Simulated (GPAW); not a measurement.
# NiGe (Pnma) in GPAW: band structure with LDA

Aim: the band structure of NiGe with LDA.

Everything below comes from runs of GPAW 26.7.0. Logs are shortened: lines on timing, memory, paths and dates and some standing lists are left out, and cuts for length are marked. The log counts tension as positive stress, the text compression.

## 1. The crystal as given

Symmetry: Pnma, No. 62, orthorhombic system. The conventional cell has a = 5.381 Å, b = 3.428 Å, c = 5.811 Å, α = 90.00°, β = 90.00°, γ = 90.00°. Ge (site symmetry m) is surrounded by 6 Ni at 2.33 to 2.49 Å. Ni (site symmetry m) is surrounded by 6 Ge at 2.33 to 2.49 Å.

## 2. Band structure, LDA, collinear spin, ferromagnetic start

run.py reads:

```python
from ase import Atoms
from ase.dft.bandgap import bandgap
from ase.io import write
from ase.units import GPa
from gpaw import GPAW, PW

atoms = Atoms(['Ge', 'Ge', 'Ge', 'Ge', 'Ni', 'Ni', 'Ni', 'Ni'],
              cell=[[5.381, 0.0, 0.0],
                    [0.0, 3.428, 0.0],
                    [0.0, 0.0, 5.811]],
              scaled_positions=[[0.312, 0.75, 0.917],
                                [0.688, 0.25, 0.083],
                                [0.188, 0.25, 0.417],
                                [0.812, 0.75, 0.583],
                                [0.495, 0.75, 0.31],
                                [0.505, 0.25, 0.69],
                                [0.005, 0.25, 0.81],
                                [0.995, 0.75, 0.19]],
              pbc=True)
atoms.set_initial_magnetic_moments([0.0, 0.0, 0.0, 0.0, 1.0, 1.0, 1.0, 1.0])

calc = GPAW(mode=PW(600),
            xc='LDA',
            kpts={'size': (4, 5, 3), 'gamma': True},
            occupations={'name': 'fermi-dirac', 'width': 0.05},
            nbands=68,
            convergence={'density': 1e-05, 'energy': 1e-05},
            maxiter=150,
            txt='gpaw.txt')
atoms.calc = calc
energy = atoms.get_potential_energy()
forces = atoms.get_forces()
stress = atoms.get_stress()
calc.write('gs.gpw')
write('result.traj', atoms)
print(f'Energy: {energy:.6f} eV')
print('Forces (eV/A):')
print(forces.round(4))
print('Stress (GPa):', (stress / GPa).round(3))
print('Moments:', calc.get_magnetic_moments().round(3))
print('Fermi level:', round(calc.get_fermi_level(), 4), 'eV')
print(f'Gap: {bandgap(calc)[0]:.4f} eV, direct: {bandgap(calc, direct=True)[0]:.4f} eV')

path = atoms.cell.bandpath('GXSYGZURTZ,YT,UX,SR', npoints=80, eps=1e-4)
bs_calc = calc.fixed_density(kpts=path, symmetry='off', nbands=95,
                             convergence={'bands': 'CBM+6.0', 'eigenstates': 1e-6}, txt='bands.txt')
bs = bs_calc.band_structure()
bs.write('bs.json')
print(f'Gap on the path: {bandgap(bs_calc)[0]:.4f} eV')
```

Potentials or basis: the program's PAW data sets (release 1.2.1) made for this functional, pw.

Launch:

```
$ OMP_NUM_THREADS=1 python run.py
```

gpaw.txt:

```text
__  _  _
 | _ |_)|_||  |
 |__||  | ||/\| - 26.7.0

Input parameters:
  mode=PW(ecut=600.0),
  convergence={'density': 1e-05, 'energy': 1e-05},
  kpts=MonkhorstPack(size=(4, 5, 3), gamma=True),
  maxiter=150,
  nbands=68,
  occupations=Occupations(name='fermi-dirac', width=0.05),
  xc=XC(name='LDA')

Diagonalizing LCAO Hamiltonian
Converting LCAO to pw mode
   .------------.
  /|   Ge       |
 * |            |
 |Ni         Ge |
 | |    Ni      |
 | |     Ni     |
 | |Ge         Ni
 | .------------.
 |/       Ge   /
 *------------*

Atoms  # Å, Bohr magnetons
|   | symbol |        x |        y |        z |    initial magnetic moments |
|---|--------|----------|----------|----------|-----------------------------|
| 0 |     Ge | 1.678872 | 2.571000 | 5.328687 | ( 0.0000,  0.0000,  0.0000) |
| 1 |     Ge | 3.702128 | 0.857000 | 0.482313 | ( 0.0000,  0.0000,  0.0000) |
| 2 |     Ge | 1.011628 | 0.857000 | 2.423187 | ( 0.0000,  0.0000,  0.0000) |
| 3 |     Ge | 4.369372 | 2.571000 | 3.387813 | ( 0.0000,  0.0000,  0.0000) |
| 4 |     Ni | 2.663595 | 2.571000 | 1.801410 | ( 0.0000,  0.0000,  1.0000) |
| 5 |     Ni | 2.717405 | 0.857000 | 4.009590 | ( 0.0000,  0.0000,  1.0000) |
| 6 |     Ni | 0.026905 | 0.857000 | 4.706910 | ( 0.0000,  0.0000,  1.0000) |
| 7 |     Ni | 5.354095 | 2.571000 | 1.104090 | ( 0.0000,  0.0000,  1.0000) |

Unit cell  # Å
| periodic |        x |        y |        z |  lengths |    angles |
|----------|----------|----------|----------|----------|-----------|
|      yes | 5.381000 | 0.000000 | 0.000000 | 5.381000 | 90.000000 |
|      yes | 0.000000 | 3.428000 | 0.000000 | 3.428000 | 90.000000 |
|      yes | 0.000000 | 0.000000 | 5.811000 | 5.811000 | 90.000000 |

Number of symmetries: 2
Symmetry operations  # r_c * U_cc + t_c -> r_c
|   | kind |            matrix            |
|---|------|------------------------------|
| 0 |  E   |  1, 0, 0,  0, 1, 0,  0, 0, 1 |
| 1 |  i   | -1, 0, 0,  0,-1, 0,  0, 0,-1 |

BZ-sampling:
  Number of BZ points: 60
  Number of IBZ points: 31

  Monkhorst-Pack size: [4, 5, 3]
  Monkhorst-Pack shift: [0.125, 0.0, 0.0]

K-points  # in reciprocal-cell coordinates
|     |                                coordinates |     weight |
|-----|--------------------------------------------|------------|
|   0 | (  0.00000000,   0.00000000,   0.00000000) | 0.01666667 |
|   1 | (  0.00000000,   0.00000000,   0.33333333) | 0.03333333 |
|   2 | (  0.00000000,   0.20000000,  -0.33333333) | 0.03333333 |
|   3 | (  0.00000000,   0.20000000,   0.00000000) | 0.03333333 |
|   4 | (  0.00000000,   0.20000000,   0.33333333) | 0.03333333 |
|   5 | (  0.00000000,   0.40000000,  -0.33333333) | 0.03333333 |
|   6 | (  0.00000000,   0.40000000,   0.00000000) | 0.03333333 |
|   7 | (  0.00000000,   0.40000000,   0.33333333) | 0.03333333 |
|   8 | (  0.25000000,  -0.40000000,  -0.33333333) | 0.03333333 |
|   9 | (  0.25000000,  -0.40000000,   0.00000000) | 0.03333333 |
| ... |                                            |            |
|  30 | (  0.50000000,   0.40000000,   0.33333333) | 0.03333333 |

Plane wave coefficients: 3596
Cutoff: 600.0 eV

Spin-components: 2 (collinear spins)
Bands:           68
Projectors:      44
Spin-degeneracy: 1
Datatype:        complex128

Parallelization:
  kpt:    1
  domain: 1
  band:   1

Density:
  Valence electrons: 80.0
  Components: 2
  Grid points: [32 20 35]
  Charge: 0.0  # |e|

Potential:
  Grid points: [32 20 35]

species:
  Ge:
    name:    Germanium
    Z:       32.0
    valence: 4
    core:    28
    charge:  0.0  # [|e|]
    compensation charges:
      type: gauss
      rc: 0.32  # [Å]
      lmax: 2
    cutoffs:
      filter: 1.77  # [Å]
      core: 3.42  # [Å]
    projectors
    | kind |    occ | energy [eV] | rcut [Å] |
    |------|--------|-------------|----------|
    |   4s |  2.000 |     -11.940 |    1.005 |
    |   4p |  2.000 |      -4.047 |    1.005 |
    |    s |        |      15.272 |    1.005 |
    |    p |        |      23.164 |    1.005 |
    |    d |        |       0.000 |    1.005 |

    Using partial waves for Ge as LCAO basis

  Ni:
    name:    Nickel
    Z:       28.0
    valence: 16
    core:    12
    charge:  0.0  # [|e|]
    compensation charges:
      type: gauss
      rc: 0.36  # [Å]
      lmax: 2
    cutoffs:
      filter: 2.14  # [Å]
      core: 1.98  # [Å]
    projectors
    | kind |    occ | energy [eV] | rcut [Å] |
    |------|--------|-------------|----------|
    |   4s |  2.000 |      -5.858 |    1.164 |
    |   3p |  6.000 |     -71.266 |    1.207 |
    |   4p |  0.000 |      -1.338 |    1.207 |
    |   3d |  8.000 |      -9.141 |    1.138 |
    |    s |        |      21.353 |    1.164 |
    |    d |        |      18.071 |    1.138 |

    Using partial waves for Ni as LCAO basis

Reference energy: -393273.654337  # eV

eigensolver:
  PPCG
  Converge bands: occupied
  niter=2

density mixing:
  MSR1-Mixer
  Pratt-step length: 0.05
  Maximum mixing coefficient: 0.75
  Old densities: 10
  SVD Regularization: 0.005
  Good broyden scale: 1.0
  Trust region scale: 1.0
  Backstep threshold: 4.0
  History deletion threshold: 6.0
  Fourier metric: weight=20.0, sigma=0.015

occupation numbers:
  Fermi-Dirac:
    width: 0.0500  # eV

poisson solver:
  ecut: 4800.0  # eV

xc functional:
  name: None

convergence criteria:
- Maximum integral of absolute [dens]ity change: 1e-05 electrons / valence electron
- Maximum [total energy] change in last 3 cyles: 1e-05 eV / valence electron
- Maximum integral of absolute [eigenst]ate change: 4e-08 eV^2 / valence electron
maximum number of iterations: 150

SCF iterations
|iter     | |      energy | eigst |  dens |  magmom |
|---------|-|-------------|-------|-------|---------|
|iter:   1| |  -59.593287 | +0.59 |       |  +4.0045|
|iter:   2| |  -58.266152 | -0.98 | -0.93 |  +3.8223|
|iter:   3| |  -57.326831 | -1.59 | -1.02 |  +2.9112|
|iter:   4| |  -57.475690 | -2.06 | -1.25 |  +1.3966|
|iter:   5| |  -57.669624 | -2.51 | -1.66 |  +0.3349|
|iter:   6| |  -57.634202 | -2.69 | -1.79 |  +0.2609|
|iter:   7| |  -57.595964 | -3.26 | -1.90 |  -0.0438|
|iter:   8| |  -57.597074 | -4.63 | -2.52 |  -0.0272|
|iter:   9| |  -57.597113 | -4.68 | -2.77 |  -0.0126|
|iter:  10| |  -57.596917c| -5.03 | -3.11 |  -0.0053|
|iter:  11| |  -57.596915c| -6.45 | -3.84 |  -0.0018|
|iter:  12| |  -57.596914c| -7.58c| -4.34 |  -0.0009|
|iter:  13| |  -57.596914c| -8.15c| -4.60 |  -0.0003|
|iter:  14| |  -57.596914c| -8.28c| -5.18c|  -0.0001|

Converged in 14 steps
Energy contributions relative to reference atoms: (reference = -393273.654337)

Energy contributions:
  Kinetic:          73.196830
  Coulomb:         -56.872110
  Zero:              0.240596
  External:          0.000000
  Xc:              -74.150013
  Entropy:          -0.024435
  Spinorbit:         0.000000
  ----------------------------
  Free energy:     -57.609132
  Extrapolated:    -57.596914

dipole moment: (0.000681, 0.000434, 0.000736)  # |e|*Ang

Total magnetic moment: (0.000000, 0.000000, -0.000077)

Local magnetic moments
|        x |        y |         z |
|----------|----------|-----------|
| 0.000000 | 0.000000 |  0.000001 |  # Ge   0
| 0.000000 | 0.000000 |  0.000001 |  # Ge   1
| 0.000000 | 0.000000 |  0.000001 |  # Ge   2
| 0.000000 | 0.000000 |  0.000001 |  # Ge   3
| 0.000000 | 0.000000 | -0.000005 |  # Ni   4
| 0.000000 | 0.000000 | -0.000005 |  # Ni   5
| 0.000000 | 0.000000 | -0.000020 |  # Ni   6
| 0.000000 | 0.000000 | -0.000020 |  # Ni   7

Fermi level: 9.084
Eigenvalues  # (at kpt = [0.000, 0.000, 0.000])
| band index |      eig [eV] | occ [0-1] |      eig [eV] | occ [0-1] |
|------------|---------------|-----------|---------------|-----------|
|          0 |       -54.576 |     1.000 |       -54.576 |     1.000 |
|        ... |               |           |               |           |
|         32 |         7.174 |     1.000 |         7.174 |     1.000 |
|         33 |         7.221 |     1.000 |         7.221 |     1.000 |
|         34 |         7.292 |     1.000 |         7.292 |     1.000 |
|         35 |         7.309 |     1.000 |         7.309 |     1.000 |
|         36 |         7.337 |     1.000 |         7.337 |     1.000 |
|         37 |         7.953 |     1.000 |         7.953 |     1.000 |
[... 8 lines left out ...]
|         46 |        13.884 |     0.000 |        13.884 |     0.000 |
|         47 |        14.945 |     0.000 |        14.945 |     0.000 |
|        ... |               |           |               |           |
|         67 |        23.828 |     0.000 |        23.757 |     0.000 |

No gap
No difference between direct/indirect transitions

Forces  # eV/Ang
|        x |        y |        z |
|----------|----------|----------|
| -0.16764 | -0.00000 | -0.10383 |  # Ge   0
|  0.16764 |  0.00000 |  0.10383 |  # Ge   1
|  0.16761 |  0.00000 | -0.10384 |  # Ge   2
| -0.16761 | -0.00000 |  0.10384 |  # Ge   3
|  0.01210 |  0.00000 | -0.06615 |  # Ni   4
| -0.01210 | -0.00000 |  0.06615 |  # Ni   5
| -0.01211 | -0.00000 | -0.06616 |  # Ni   6
|  0.01211 |  0.00000 |  0.06616 |  # Ni   7

Stress tensor  # eV/Ang^3
|         x |         y |         z |
|-----------|-----------|-----------|
|  0.049197 | -0.000000 |  0.000000 |
| -0.000000 |  0.047637 | -0.000000 |
|  0.000000 | -0.000000 |  0.043526 |

# Writing to gs.gpw (mode='')
```

Wall time 22 min (1 thread of Arm Neoverse V1, shared host); peak memory 1.5 GiB.

Results:

| Item | Value |
| --- | --- |
| Free energy | -57.6091 eV |
| Pressure | -7.5 GPa |
| Largest force | 0.197 eV/Å |
| Band gap along the path | none (metal or under the smearing width) |
| Net moment | 0.00 μB per cell |

Forces on the atoms (eV/Å):
```
Ge  -0.168  0.000 -0.104
Ge   0.168  0.000  0.104
Ge   0.168  0.000 -0.104
Ge  -0.168  0.000  0.104
Ni   0.012  0.000 -0.066
Ni  -0.012  0.000  0.066
Ni  -0.012  0.000 -0.066
Ni   0.012  0.000  0.066
```

Levels at the corners of the path, in eV from the Fermi level:
Spin up:
| point | band 37 | band 38 | band 39 | band 40 | band 41 | band 42 | band 43 | band 44 |
| --- | --- | --- | --- | --- | --- | --- | --- | --- |
| Γ | -1.75 | -1.13 | -0.92 | -0.81 | 0.60 | 0.71 | 4.02 | 4.09 |
| X | -1.60 | -1.60 | -1.29 | -1.29 | -0.56 | -0.56 | 1.93 | 1.93 |
| S | -1.43 | -1.43 | -1.43 | -1.43 | 0.29 | 0.29 | 0.29 | 0.29 |
| Y | -1.64 | -1.64 | 0.63 | 0.63 | 1.54 | 1.54 | 3.05 | 3.05 |
| Γ | -1.75 | -1.13 | -0.92 | -0.81 | 0.60 | 0.71 | 4.02 | 4.09 |
| Z | -1.39 | -1.39 | -0.28 | -0.28 | 1.20 | 1.20 | 2.60 | 2.60 |
| U | -1.68 | -1.68 | -1.56 | -1.56 | 0.32 | 0.32 | 0.68 | 0.68 |
| R | -1.60 | -1.60 | -1.60 | -1.60 | 2.40 | 2.40 | 2.40 | 2.40 |
| T | -1.07 | -1.07 | 0.60 | 0.60 | 2.45 | 2.45 | 2.48 | 2.48 |
| Z | -1.39 | -1.39 | -0.28 | -0.28 | 1.20 | 1.20 | 2.60 | 2.60 |
| Y | -1.64 | -1.64 | 0.63 | 0.63 | 1.54 | 1.54 | 3.05 | 3.05 |
| T | -1.07 | -1.07 | 0.60 | 0.60 | 2.45 | 2.45 | 2.48 | 2.48 |
| U | -1.68 | -1.68 | -1.56 | -1.56 | 0.32 | 0.32 | 0.68 | 0.68 |
| X | -1.60 | -1.60 | -1.29 | -1.29 | -0.56 | -0.56 | 1.93 | 1.93 |
| S | -1.43 | -1.43 | -1.43 | -1.43 | 0.29 | 0.29 | 0.29 | 0.29 |
| R | -1.60 | -1.60 | -1.60 | -1.60 | 2.40 | 2.40 | 2.40 | 2.40 |
Spin down:
```tsv
point	band 38	band 39	band 40	band 41	band 42	band 43
Γ	-1.13	-0.92	-0.81	0.60	0.71	4.02
X	-1.60	-1.29	-1.29	-0.56	-0.56	1.93
S	-1.43	-1.43	-1.43	0.29	0.29	0.29
Y	-1.64	0.63	0.63	1.54	1.54	3.05
Γ	-1.13	-0.92	-0.81	0.60	0.71	4.02
Z	-1.39	-0.28	-0.28	1.20	1.20	2.60
U	-1.68	-1.56	-1.56	0.32	0.32	0.68
R	-1.60	-1.60	-1.60	2.40	2.40	2.40
T	-1.07	0.60	0.60	2.45	2.45	2.48
Z	-1.39	-0.28	-0.28	1.20	1.20	2.60
Y	-1.64	0.63	0.63	1.54	1.54	3.05
T	-1.07	0.60	0.60	2.45	2.45	2.48
U	-1.68	-1.56	-1.56	0.32	0.32	0.68
X	-1.60	-1.29	-1.29	-0.56	-0.56	1.93
S	-1.43	-1.43	-1.43	0.29	0.29	0.29
R	-1.60	-1.60	-1.60	2.40	2.40	2.40
```

Caveat: the k mesh is coarse (spacing up to 0.37 Å⁻¹), so the values aren't converged; the stock nickel data set gives pressures a few GPa off other programs.
